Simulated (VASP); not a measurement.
Si, 16 atoms in the cell. Symmetry: Fd-3m, No. 227, cubic system. Conventional cell: a = 5.469 Å, b = 5.469 Å, c = 5.469 Å, α = 90.00°, β = 90.00°, γ = 90.00°. Around Si (site symmetry -43m) lie 4 Si at 2.37 Å. 

```yaml
Program: VASP 6.6.1
Task: single point
Functional: PBE
Potentials_or_basis: VASP PAW PBE potentials, release 64 (Si)
Cutoff: 450 eV
k_mesh: 2 × 2 × 2
Occupations: gaussian, width 0.01 eV
Spin: no spin polarisation
Monkhorst-Pack_mesh: no
Further_INCAR_settings: PREC = Normal; LREAL = Auto; ALGO = Fast; EDIFF = 1e-06
```

Potentials or basis: VASP PAW PBE potentials, release 64 (Si).

Command:

```bash
$ cat potpaw_PBE.64/Si/POTCAR > POTCAR
$ mpirun -np 1 vasp_std > vasp.out
```

Hardware: 1 thread of Intel(R) Xeon(R) 6975P-C (Granite Rapids), on a shared host.

Problem. Estimate the wall time of this run.

Solution. Run time: 14 s on 1 thread of Intel(R) Xeon(R) 6975P-C (Granite Rapids) (shared host), peak memory 0.23 GiB. Counts: scf iterations 18, k points 3.
